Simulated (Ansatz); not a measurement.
# B: what a guessed cell relaxes into

The task: take a trial cell of B to zero force and stress.

Computed with Ansatz 0.2.0 (DFT PBE, scalar-relativistic, plane waves, PAW, unless a step's input says otherwise).

## (1) The structure to begin with

It takes space group P4_322 (No. 95, tetragonal). The conventional cell has a = 6.036 Å, b = 6.036 Å, c = 2.848 Å, α = 90.00°, β = 90.00°, γ = 90.00°. Around B (site symmetry 2) lie 3 B at 1.61 to 1.63 Å. Around B (site symmetry 2) lie 3 B at 1.60 to 1.61 Å.

Coordinates:

```cif
data_structure
_symmetry_space_group_name_H-M 'P4_322'
_symmetry_Int_Tables_number 95
_cell_length_a 6.0361
_cell_length_b 6.0361
_cell_length_c 2.8480
_cell_angle_alpha 90.000
_cell_angle_beta 90.000
_cell_angle_gamma 90.000
_cell_volume 103.77
loop_
_atom_site_label
_atom_site_type_symbol
_atom_site_symmetry_multiplicity
_atom_site_Wyckoff_symbol
_atom_site_fract_x
_atom_site_fract_y
_atom_site_fract_z
_atom_site_occupancy
B1 B 4 b 0.50000 0.93502 0.00000 1
B2 B 4 b 0.50000 0.66782 0.00000 1
```

A structure generator made this guess: 3-connected net of one element (P4_322, No. 95). Lengths come from tabulated atomic sizes and are only a guess.

## (2) A first look at the guess

input.yaml

```yaml
crystal:
  lattice:
    - [6.03612111, 0.0, 0.0]
    - [0.0, 6.03612111, 0.0]
    - [0.0, 0.0, 2.8480366]
  atoms:
    - { symbol: B, position: [0.5, 0.93502305, 0.0] }
    - { symbol: B, position: [0.5, 0.06497695, 0.5] }
    - { symbol: B, position: [0.06497695, 0.5, 0.75] }
    - { symbol: B, position: [0.93502305, 0.5, 0.25] }
    - { symbol: B, position: [0.5, 0.66782001, 0.0] }
    - { symbol: B, position: [0.5, 0.33217999, 0.5] }
    - { symbol: B, position: [0.33217999, 0.5, 0.75] }
    - { symbol: B, position: [0.66782001, 0.5, 0.25] }
basis:
  ecutwfc: 420
kpoints:
  mp_grid: { grid: [4, 4, 6] }
hamiltonian:
  xc: pbe
scf:
  occupations: { method: gaussian, width: 0.1 }
  lower_state_search: "off"
output:
  forces: true
  stress: true
  eigenvalues: true
```

On the command line:

```
$ ansatz run input.yaml --threads 1 --pin off --max-ram 2560MiB --backend cpu --events-out ev --progress --plain --runs-dir out
```

Output (excerpt; [...] marks lines left out):

```text
[...]
SCF converged after 6 iterations
Free energy (F): -1237.704443 eV
[...]
E sigma→0 (E₀):  -1237.696452 eV
Entropy (-TS):   -0.015981 eV (-1.998 meV/atom)
Fermi energy:    2.383159 eV
[...]
--- Forces (eV/Å), atoms counted from 1 ---
  atom   1  B      0.00000000     0.12765885     0.00000000
  atom   2  B      0.00000000    -0.12765885    -0.00000000
  atom   3  B     -0.12765885     0.00000000     0.00000000
  atom   4  B      0.12765885    -0.00000000    -0.00000000
  atom   5  B     -0.00000000     1.20717501     0.00000000
  atom   6  B      0.00000000    -1.20717501     0.00000000
  atom   7  B     -1.20717501     0.00000000     0.00000000
  atom   8  B      1.20717501     0.00000000     0.00000000
[...]
--- Stress (GPa, compression-positive) ---
       11.054270       0.000000       0.000000
        0.000000      11.054270       0.000000
        0.000000       0.000000      20.588517
  P = ⅓ Tr σ = 14.2324 GPa (142.324 kbar)
--- Band table (eV; the first three rows and the last of 24) ---
  k-point 0: bands = ["-10.1782", "-6.7459", "-6.3656", "-5.3367", "-5.3367", "-0.0990", "0.4933", "0.4933", "1.4755", "1.8426", "1.8426", "2.1475", "2.8172", "2.8172", "6.1330", "6.1330", "7.0590", "7.5559", "7.5867", "10.4763"]
[...]
```

Run time: 5 s. Hardware: 1 thread of Arm Neoverse V1, shared host; peak memory 0.3 GiB.

Read-out: pressure 14.2 GPa, largest force 1.21 eV/Å, gap on this mesh none (metal). A cheap, loose relaxation comes first.

## (3) Rough relaxation on the coarse mesh

Edit input.yaml of step 2 so:

```diff
@@ -27 +27,6 @@
   eigenvalues: true
+relax:
+  adjacent_minimum: "off"
+  f_tol: 0.04
+  max_steps: 70
+  cell: { stress_tol: 0.4 }
```

On the command line:

```
$ ansatz run input.yaml --threads 1 --pin off --max-ram 2560MiB --backend cpu --events-out ev --progress --plain --runs-dir out
```

Output:

```text
Warning: RAYON_NUM_THREADS=1 ignored (pool sized by the plan → 1); use --threads N
Engine: ansatz 0.2.0, aarch64-unknown-linux-gnu
Pseudopotentials: kind: paw
Pseudopotential: B, paw, valence charge 3, recommended cutoff 420 eV (normal), B.paw.azcp
Functional definition: PBE
  parameter kappa = 0.804
  parameter beta = 0.06672455060314922
  exchange = pbe_x(kappa = kappa, mu = beta*pi^2/3)
  correlation = pbe_c(beta = beta)
Crystal: 8 atoms, lattice volume = 103.768 Å³
Basis set: ecut = 420 eV, 2029 PW (Γ), exchange–correlation on 90×90×40 points (8 copies of the dense FFT grid, shifted against one another)
Bands: 20, of which v1, the nominal top of the filled ones, is band 12 counted from 1 (11 counted from 0)
Symmetry: 8 space group operations
Space group: P4322 (ITA 95), of the structure as read, at distance tolerance 4.7e-5 Å
k-points: 24 of 96
Non-local potential: B, projectors of the file, l = 0: 2, l = 1: 2, l = 2: 1
PAW form: soft (Blöchl's): semilocal exchange-correlation on the pseudo side does not see the compensation charge
PAW one-centre angular grid: B, 110 points (default); XC on 64 Gauss nodes
Initial density: superposition of atomic densities (neutral atoms: chi_scale 0, normalization atom), corrected by the library's trained network
Initial wavefunctions: pseudopotential atomic-orbital guess
Functional: x = pbe(κ = 0.804, μ = 0.2195149727645171), c = pbe(β = 0.06672455060314922)
SCF iter   1: F=—  HF=-1237.735052 eV  |F-HF|=—  |Δ(HF+E_count)|=         —  Δρ=1.09e-2  dr2=2.18e-1  ethr=1.77e-3  ⟨swp⟩=6.3  Hψ=2785  notcnv=0  defer=6
preconditioner: auto → LDOS  [metal: Δε(μ)=0.063 eV  Ē_g=8.558 eV  σ=0.100 eV  W_gap=0.33  n_scr=12 (ndim 8)  ℏωp=17.9 eV  f_vac=0.149  D(μ)=2.57/eV (n_scr^D=12)  β→1.0]
SCF iter   2: F=—  HF=-1237.711736 eV  |F-HF|=—  |Δ(HF+E_count)|=   2.33e-2  Δρ=4.48e-3  dr2=4.40e-2  ethr=9.07e-4  ⟨swp⟩=2.6  Hψ=916  notcnv=0  defer=54
SCF iter   3: F=—  HF=-1237.704497 eV  |F-HF|=—  |Δ(HF+E_count)|=   7.24e-3  Δρ=9.24e-4  dr2=1.67e-3  ethr=1.83e-4  ⟨swp⟩=2.7  Hψ=683  notcnv=0  defer=54
SCF iter   4: F=—  HF=-1237.704428 eV  |F-HF|=—  |Δ(HF+E_count)|=   6.95e-5  Δρ=1.94e-4  dr2=5.15e-5  ethr=6.96e-6  ⟨swp⟩=2.3  Hψ=699  notcnv=0  defer=54
SCF iter   5: F=—  HF=-1237.704442 eV  |F-HF|=—  |Δ(HF+E_count)|=   1.48e-5  Δρ=2.83e-5  dr2=1.30e-6  ethr=2.15e-7  ⟨swp⟩=2.4  Hψ=741  notcnv=0  defer=54
SCF iter   6: F=-1237.704443 eV  HF=-1237.704443 eV  |F-HF|=1.02e-8  |Δ(HF+E_count)|=   5.98e-7  Δρ=4.67e-6  dr2=2.10e-8  ethr=4.17e-10  ⟨swp⟩=10.1  Hψ=2743  notcnv=0
SCF 1 converged in 6 iterations: F = -1237.704443 eV  dr2 = 2.10e-8
relax step   1: F+E_penalty+E_count = -1237.70444299 eV  Δ(F+E_penalty+E_count) = +0.000e0 eV  max|allowed force component| = 1.207e0 eV/Å  Δτ_max = 0.0000 Å  P = +14.232 GPa  Ω = 103.768 Å³  (6 SCF iters, dr2 threshold 1.00e-7 eV, accepted)
Crystal: 8 atoms, lattice volume = 110.554 Å³
Basis set: ecut = 420 eV, 2141 PW (Γ), exchange–correlation on 90×90×40 points (8 copies of the dense FFT grid, shifted against one another)
Initial density: handed on by an earlier stage of this run
Initial wavefunctions: those handed on with the density
iter 1 solved again at ethr=7.72e-4 eV; its pass at ethr=3.10e-3 eV (dr2=1.85e-1 eV) is discarded
SCF iter   1: F=—  HF=-1238.379550 eV  |F-HF|=—  |Δ(HF+E_count)|=         —  Δρ=9.98e-3  dr2=1.81e-1  ethr=7.72e-4  ⟨swp⟩=1.1  Hψ=3114  notcnv=0
preconditioner: auto → LDOS  [metal: Δε(μ)=0.127 eV  Ē_g=8.229 eV  σ=0.100 eV  W_gap=0.47  n_scr=14 (ndim 8)  ℏωp=17.3 eV  f_vac=0.167  D(μ)=1.30/eV (n_scr^D=4)  β→1.0]
SCF iter   2: F=—  HF=-1238.346827 eV  |F-HF|=—  |Δ(HF+E_count)|=   3.27e-2  Δρ=5.00e-3  dr2=7.25e-2  ethr=7.54e-4  ⟨swp⟩=2.6  Hψ=924  notcnv=0  defer=1
SCF iter   3: F=—  HF=-1238.335592 eV  |F-HF|=—  |Δ(HF+E_count)|=   1.12e-2  Δρ=1.59e-3  dr2=8.26e-3  ethr=3.02e-4  ⟨swp⟩=2.5  Hψ=879  notcnv=0  defer=16
SCF iter   4: F=—  HF=-1238.334314 eV  |F-HF|=—  |Δ(HF+E_count)|=   1.28e-3  Δρ=2.90e-4  dr2=1.42e-4  ethr=3.44e-5  ⟨swp⟩=1.7  Hψ=627  notcnv=0  defer=17
SCF iter   5: F=—  HF=-1238.334338 eV  |F-HF|=—  |Δ(HF+E_count)|=   2.42e-5  Δρ=6.04e-5  dr2=3.28e-6  ethr=5.94e-7  ⟨swp⟩=2.7  Hψ=725  notcnv=0  defer=17
SCF iter   6: F=-1238.334340 eV  HF=-1238.334340 eV  |F-HF|=5.72e-8  |Δ(HF+E_count)|=   1.56e-6  Δρ=8.38e-6  dr2=7.47e-8  ethr=3.33e-9  ⟨swp⟩=9.3  Hψ=2593  notcnv=0
SCF 2 converged in 6 iterations: F = -1238.334340 eV  dr2 = 7.47e-8
relax step   2: F+E_penalty+E_count = -1238.33433957 eV  Δ(F+E_penalty+E_count) = -6.299e-1 eV  max|allowed force component| = 6.718e-1 eV/Å  Δτ_max = 0.0219 Å  P = +5.469 GPa  Ω = 110.554 Å³  energy of the carried Pulay correction = -7.439e-3 eV  (6 SCF iters, dr2 threshold 8.00e-7 eV, accepted)
Crystal: 8 atoms, lattice volume = 114.919 Å³
Basis set: ecut = 420 eV, 2255 PW (Γ), exchange–correlation on 90×90×40 points (8 copies of the dense FFT grid, shifted against one another)
iter 1 solved again at ethr=9.36e-4 eV; its pass at ethr=3.10e-3 eV (dr2=2.25e-1 eV) is discarded
SCF iter   1: F=—  HF=-1238.607827 eV  |F-HF|=—  |Δ(HF+E_count)|=         —  Δρ=1.16e-2  dr2=2.18e-1  ethr=9.36e-4  ⟨swp⟩=1.1  Hψ=3100  notcnv=0
preconditioner: auto → LDOS  [insulator: Δε(μ)=0.105 eV  Ē_g=8.107 eV  σ=0.100 eV  W_gap=0.54  n_scr=14 (ndim 8)  ℏωp=17.0 eV  f_vac=0.153  D(μ)=1.93/eV (n_scr^D=8)  ε∞_Penn≈5.4  β→1.0]
SCF iter   2: F=—  HF=-1238.564647 eV  |F-HF|=—  |Δ(HF+E_count)|=   4.32e-2  Δρ=3.81e-3  dr2=2.57e-2  ethr=9.07e-4  ⟨swp⟩=2.9  Hψ=932  notcnv=0
SCF iter   3: F=—  HF=-1238.562538 eV  |F-HF|=—  |Δ(HF+E_count)|=   2.11e-3  Δρ=1.31e-3  dr2=5.42e-3  ethr=1.07e-4  ⟨swp⟩=2.4  Hψ=818  notcnv=0  defer=6
SCF iter   4: F=—  HF=-1238.561535 eV  |F-HF|=—  |Δ(HF+E_count)|=   1.00e-3  Δρ=2.36e-4  dr2=1.67e-4  ethr=2.26e-5  ⟨swp⟩=1.7  Hψ=646  notcnv=0  defer=6
SCF iter   5: F=—  HF=-1238.561550 eV  |F-HF|=—  |Δ(HF+E_count)|=   1.48e-5  Δρ=3.52e-5  dr2=3.05e-6  ethr=6.98e-7  ⟨swp⟩=2.4  Hψ=689  notcnv=0  defer=6
SCF iter   6: F=-1238.561550 eV  HF=-1238.561550 eV  |F-HF|=6.13e-9  |Δ(HF+E_count)|=   4.68e-7  Δρ=4.69e-6  dr2=3.66e-8  ethr=3.33e-9  ⟨swp⟩=7.9  Hψ=2452  notcnv=0
SCF 3 converged in 6 iterations: F = -1238.561550 eV  dr2 = 3.66e-8
relax step   3: F+E_penalty+E_count = -1238.56155003 eV  Δ(F+E_penalty+E_count) = -2.272e-1 eV  max|allowed force component| = 4.599e-1 eV/Å  Δτ_max = 0.0479 Å  P = -0.669 GPa  Ω = 114.919 Å³  energy of the carried Pulay correction = -1.198e-2 eV  (6 SCF iters, dr2 threshold 8.00e-7 eV, accepted)
[... from here on, the SCF cycles and remarks between the steps are left out ...]
relax step   4: F+E_penalty+E_count = -1238.59440732 eV  Δ(F+E_penalty+E_count) = -3.286e-2 eV  max|allowed force component| = 4.418e-1 eV/Å  Δτ_max = 0.0193 Å  P = -1.291 GPa  Ω = 114.548 Å³  energy of the carried Pulay correction = -1.160e-2 eV  (5 SCF iters, dr2 threshold 8.00e-7 eV, accepted)
relax step   5: F+E_penalty+E_count = -1238.77384393 eV  Δ(F+E_penalty+E_count) = -1.794e-1 eV  max|allowed force component| = 7.151e-2 eV/Å  Δτ_max = 0.1952 Å  P = -5.411 GPa  Ω = 106.860 Å³  energy of the carried Pulay correction = -3.449e-3 eV  (7 SCF iters, dr2 threshold 8.00e-7 eV, accepted)
relax step   6: F+E_penalty+E_count = -1239.65249290 eV  Δ(F+E_penalty+E_count) = -8.786e-1 eV  max|allowed force component| = 1.122e0 eV/Å  Δτ_max = 0.1894 Å  P = -8.959 GPa  Ω = 95.190 Å³  energy of the carried Pulay correction = +1.013e-2 eV  (6 SCF iters, dr2 threshold 8.00e-7 eV, accepted)
relax step   7: F+E_penalty+E_count = -1241.67986271 eV  Δ(F+E_penalty+E_count) = -2.027e0 eV  max|allowed force component| = 2.060e0 eV/Å  Δτ_max = 0.1950 Å  P = -12.155 GPa  Ω = 84.308 Å³  energy of the carried Pulay correction = +2.431e-2 eV  (6 SCF iters, dr2 threshold 8.00e-7 eV, accepted)
relax step   8: F+E_penalty+E_count = -1243.20969447 eV  Δ(F+E_penalty+E_count) = -1.530e0 eV  max|allowed force component| = 4.090e-1 eV/Å  Δτ_max = 0.1876 Å  P = -5.069 GPa  Ω = 75.794 Å³  energy of the carried Pulay correction = +3.662e-2 eV  (6 SCF iters, dr2 threshold 8.00e-7 eV, accepted)
relax step   9: F+E_penalty+E_count = -1243.26411553 eV  Δ(F+E_penalty+E_count) = -5.442e-2 eV  max|allowed force component| = 1.215e-1 eV/Å  Δτ_max = 0.0208 Å  P = +0.704 GPa  Ω = 73.993 Å³  energy of the carried Pulay correction = +3.937e-2 eV  (5 SCF iters, dr2 threshold 8.00e-7 eV, accepted)
relax step  10: F+E_penalty+E_count = -1243.28196780 eV  Δ(F+E_penalty+E_count) = -1.785e-2 eV  max|allowed force component| = 4.541e-2 eV/Å  Δτ_max = 0.0128 Å  P = -0.280 GPa  Ω = 73.526 Å³  energy of the carried Pulay correction = +4.009e-2 eV  (5 SCF iters, dr2 threshold 8.00e-7 eV, accepted)
relax step  11: F+E_penalty+E_count = -1243.28258330 eV  Δ(F+E_penalty+E_count) = -6.155e-4 eV  max|allowed force component| = 1.256e-3 eV/Å  Δτ_max = 0.0016 Å  P = +0.023 GPa  Ω = 73.454 Å³  energy of the carried Pulay correction = +4.020e-2 eV  (3 SCF iters, dr2 threshold 8.00e-7 eV, accepted)
Basis set: ecut = 420 eV, 1429 PW (Γ), exchange–correlation on 72×72×40 points (8 copies of the dense FFT grid, shifted against one another)
Initial wavefunctions: pseudopotential atomic-orbital guess (no wavefunctions were taken with the density)
iter 1 solved again at ethr=2.15e-7 eV; its pass at ethr=3.10e-3 eV (dr2=5.16e-5 eV) is discarded
SCF iter   1: F=—  HF=-1243.272048 eV  |F-HF|=—  |Δ(HF+E_count)|=         —  Δρ=3.56e-4  dr2=9.31e-6  ethr=2.15e-7  ⟨swp⟩=3.0  Hψ=3878  notcnv=0
preconditioner: auto → LDOS  [insulator: Δε(μ)=0.160 eV  Ē_g=11.256 eV  σ=0.100 eV  W_gap=0.67  n_scr=10 (ndim 8)  ℏωp=21.2 eV  f_vac=0.059  D(μ)=1.68/eV (n_scr^D=8)  ε∞_Penn≈4.6  β→1.0]
SCF iter   2: F=—  HF=-1243.272139 eV  |F-HF|=—  |Δ(HF+E_count)|=   9.04e-5  Δρ=1.98e-5  dr2=4.20e-7  ethr=3.88e-8  ⟨swp⟩=2.0  Hψ=769  notcnv=0
SCF iter   3: F=—  HF=-1243.272139 eV  |F-HF|=—  |Δ(HF+E_count)|=   3.40e-7  Δρ=8.32e-6  dr2=1.15e-7  ethr=1.75e-9  ⟨swp⟩=2.2  Hψ=714  notcnv=0
SCF iter   4: F=—  HF=-1243.272139 eV  |F-HF|=—  |Δ(HF+E_count)|=   2.76e-8  Δρ=2.84e-6  dr2=1.03e-8  ethr=4.78e-10  ⟨swp⟩=2.3  Hψ=662  notcnv=0
SCF iter   5: F=-1243.272139 eV  HF=-1243.272139 eV  |F-HF|=5.34e-10  |Δ(HF+E_count)|=   2.40e-9  Δρ=6.91e-7  dr2=6.98e-10  ethr=2.13e-11  ⟨swp⟩=5.5  Hψ=1790  notcnv=0
SCF 12 converged in 5 iterations: F = -1243.272139 eV  dr2 = 6.98e-10
relax step  12: F+E_penalty+E_count = -1243.27213897 eV  Δ(F+E_penalty+E_count) = +1.044e-2 eV  max|allowed force component| = 1.833e-3 eV/Å  Δτ_max = 0.0000 Å  P = -0.149 GPa  Ω = 73.454 Å³  stress off target by 1.77e-1 GPa  SCF on the basis re-selected at this cell (its energy is not comparable with the rows above)  (5 SCF iters)
basis re-selected at this cell: Δ(F+E_penalty+E_count) = +1.044e-2 eV, ΔP = -0.172 GPa vs the last step (what re-selecting the basis moved, of the pressure what is left beyond the Pulay correction that the steps carried, after the strain that the cell walked since its last selection, with what the two solves' SCF thresholds leave and, on support functions, any second-order correction that the steps lacked; it is no measure of the basis error at this ecutwfc). The dense FFT grid was sized anew with the basis: this SCF ran on 36×36×20 points, the steps before it on 45×45×20, so part of this shift can come from that change (see relax.cell in the input reference). This SCF's stress stands 1.77e-1 GPa from its target on what of the cell is left free (relax.cell.stress_tol is 4.00e-1 GPa) and its largest allowed force component is 1.83e-3 eV/Å (relax.f_tol is 4.00e-2 eV/Å): within both
SCF converged after 5 iterations
Free energy (F): -1243.272139 eV
Harris-Foulkes:  -1243.272139 eV  (|F-HF|=5.34e-10)
Internal energy: -1243.263757 eV  (E = F + TS)
E sigma→0 (E₀):  -1243.267948 eV
Entropy (-TS):   -0.008382 eV (-1.048 meV/atom)
Fermi energy:    6.926225 eV
--- Per-component energies (eV) ---
  E_band       = -1.044651
  E_kinetic    = 389.486873
  E_local      = -482.984697  (includes V_loc(G=0)·N_el)
  E_nonlocal   = 93.199838
  E_hartree    = 161.534953
  E_xc         = -255.065829
  E_vxc        = -302.327533  (∫ρ·V_xc dr)
  E_paw        = -628.927948  (= ΣΔE_a)
  E_vpaw       = -21.488968  (= ΣTr[D̂ρ^β])
  E_aug_tail   = -0.000021  (compensation charges beyond the density's cutoff)
  E_ewald      = -520.506926
  E_smearing   = -0.008382  (= −TS)
  E_closure    = 0.000000  (closes the sum)
  Σ components = -1243.272139   (vs F -1243.272139, Δ=0.00e0)
--- Forces (eV/Å), atoms counted from 1 ---
  atom   1  B      0.00000000     0.00081467     0.00000000
  atom   2  B     -0.00000000    -0.00081467     0.00000000
  atom   3  B     -0.00081467     0.00000000    -0.00000000
  atom   4  B      0.00081467     0.00000000     0.00000000
  atom   5  B     -0.00000000    -0.00183300     0.00000000
  atom   6  B     -0.00000000     0.00183300     0.00000000
  atom   7  B      0.00183300     0.00000000    -0.00000000
  atom   8  B     -0.00183300     0.00000000    -0.00000000
  max |Σ_I F_I| component: 2.97e-17 eV/Å
--- Stress (GPa, compression-positive) ---
       -0.176912      -0.000000       0.000000
       -0.000000      -0.176912       0.000000
        0.000000       0.000000      -0.091705
  P = ⅓ Tr σ = -0.1485 GPa (-1.485 kbar)
--- Band table (eV; the first three rows and the last of 24) ---
  k-point 0: bands = ["-8.4481", "-6.3161", "-2.9851", "-2.9851", "-2.3077", "1.6497", "1.6497", "2.9621", "2.9621", "3.2978", "7.8861", "7.8861", "7.9814", "8.2507", "9.9930", "10.0579", "11.1998", "11.1998", "12.0426", "14.6441"]
  k-point 1: bands = ["-8.0986", "-6.0245", "-2.7499", "-2.7197", "-1.9979", "-0.0169", "0.6932", "3.1813", "3.4323", "3.6164", "6.0100", "6.2202", "6.3202", "9.2575", "10.7312", "11.6934", "11.9772", "13.2615", "13.3475", "13.6721"]
  k-point 2: bands = ["-7.0619", "-5.1597", "-3.3321", "-2.4214", "-1.1303", "-1.0622", "-0.7045", "2.3328", "2.7662", "3.3528", "4.8965", "5.7366", "5.7905", "9.4272", "9.8289", "10.2137", "12.0878", "13.8381", "14.1391", "14.2029"]
  k-point 23: bands = ["-4.5064", "-4.5064", "-4.4093", "-4.4093", "-2.4740", "-2.4740", "2.0909", "2.0909", "4.0231", "4.0231", "4.1557", "4.1557", "8.3452", "8.3452", "8.7157", "8.7157", "10.9097", "10.9097", "14.5871", "14.5871"]
--- Relaxed structure (11 steps of the walk, 11 accepted, 1 SCFs on fresh bases) ---
  F+E_penalty+E_count = -1243.27213897 eV   max|allowed force component| = 1.833e-3 eV/Å   (the final SCF, on the basis selected at the relaxed cell)
  cell:  # Å, volume = 73.4538 Å³
    - [5.027211967020821, 8.658566356784065e-34, 0.0]
    - [8.658566356784065e-34, 5.027211967020821, -2.127533447666942e-32]
    - [0.0, -1.0038388919402638e-32, 2.9064307968127285]
  atoms:
    - { symbol: B, position: [0.5, 1.078997865424431, -1.458122568574094e-34] }
    - { symbol: B, position: [0.5, -0.07899786542443127, 0.5] }
    - { symbol: B, position: [-0.07899786542443127, 0.5, 0.7500000000000001] }
    - { symbol: B, position: [1.078997865424431, 0.5, 0.25] }
    - { symbol: B, position: [0.5, 0.7346456447520159, 1.0883088736458674e-33] }
    - { symbol: B, position: [0.5, 0.2653543552479842, 0.5] }
    - { symbol: B, position: [0.2653543552479842, 0.5, 0.7500000000000001] }
    - { symbol: B, position: [0.7346456447520159, 0.5, 0.25] }
```

Run time: 70 s. Hardware: 1 thread of Arm Neoverse V1, shared host; peak memory 0.32 GiB.

Step by step:

| step | E - E(step 1) (eV/cell) | largest force component (eV/Å) | pressure (GPa) | volume (Å³) |
| --- | --- | --- | --- | --- |
| 1 | 0.0000 | 1.2072 | 14.23 | 103.77 |
| 2 | -0.6299 | 0.6718 | 5.47 | 110.55 |
| 3 | -0.8571 | 0.4599 | -0.67 | 114.92 |
| 4 | -0.8900 | 0.4418 | -1.29 | 114.55 |
| 5 | -1.0694 | 0.0715 | -5.41 | 106.86 |
| 6 | -1.9480 | 1.1224 | -8.96 | 95.19 |
| 7 | -3.9754 | 2.0603 | -12.16 | 84.31 |
| 8 | -5.5053 | 0.4090 | -5.07 | 75.79 |
| 9 | -5.5597 | 0.1215 | 0.70 | 73.99 |
| 10 | -5.5775 | 0.0454 | -0.28 | 73.53 |
| 11 | -5.5781 | 0.0013 | 0.02 | 73.45 |
| 12 | -5.5677 | 0.0018 | -0.15 | 73.45 |

Step 1 is the start. Step 12 repeats the geometry before it on a plane-wave basis chosen anew for that cell, so its energy need not be comparable with the rows above.

|  | before | after | change |
| --- | --- | --- | --- |
| a (Å) | 6.036 | 5.027 | -16.7 % |
| b (Å) | 6.036 | 5.027 | -16.7 % |
| c (Å) | 2.848 | 2.906 | +2.1 % |
| volume (Å³/atom) | 12.97 | 9.18 | -29.2 % |
| shortest distance (Å) | 1.600 | 1.656 | +3.5 % |
| space group (0.01 Å) | P4_322 | P4_322 | same |

The run keeps the 8 symmetry operations of the start, so it could not have lowered the symmetry.

[end of part 1 of 2]
